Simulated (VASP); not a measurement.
Input of a VASP 6.6.1 run:

File INCAR:

```
PREC = Accurate
ENCUT = 600
EDIFF = 1E-7
ISMEAR = 0
SIGMA = 0.03
LREAL = False
LASPH = True
NELM = 80
ALGO = Normal
ISIF = 3
LWAVE = False
LCHARG = False
GGA = CA
IBRION = 2
NSW = 90
EDIFFG = -0.005
```

File KPOINTS:

```
regular mesh
0
Gamma
  10 10 10
```

File POSCAR:

```
GaAs                                    
1.0
   -0.0000000000      2.8053051464      2.8053051464
    2.8053051464      0.0000000000      2.8053051464
    2.8053051464      2.8053051464      0.0000000000
  Ga              As            
     1     1
Direct
     0.0000000000000000    0.0000000000000000    0.0000000000000000
     0.2500000000000000    0.2500000000000000    0.2500000000000000
```

Potentials or basis: VASP PAW LDA potentials, release 64 (Ga_d, As).

Launch:

```console
$ cat potpaw_LDA.64/Ga_d/POTCAR potpaw_LDA.64/As/POTCAR > POTCAR
$ mpirun -np 1 vasp_std > vasp.out
```

Question: Predict the band gap on the k mesh.

Answer: 0.51 eV, direct.

Final structure:
```cif
data_structure
_symmetry_space_group_name_H-M 'P 1'
_symmetry_Int_Tables_number 1
_cell_length_a 3.9673
_cell_length_b 3.9673
_cell_length_c 3.9673
_cell_angle_alpha 60.000
_cell_angle_beta 60.000
_cell_angle_gamma 60.000
_cell_volume 44.15
loop_
_atom_site_label
_atom_site_type_symbol
_atom_site_fract_x
_atom_site_fract_y
_atom_site_fract_z
_atom_site_occupancy
Ga1 Ga 0.00000 0.00000 0.00000 1
As1 As 0.25000 0.25000 0.25000 1
```

Caveat: the relaxation stopped at its first step, so nothing moved. A k mesh can miss the band edges.
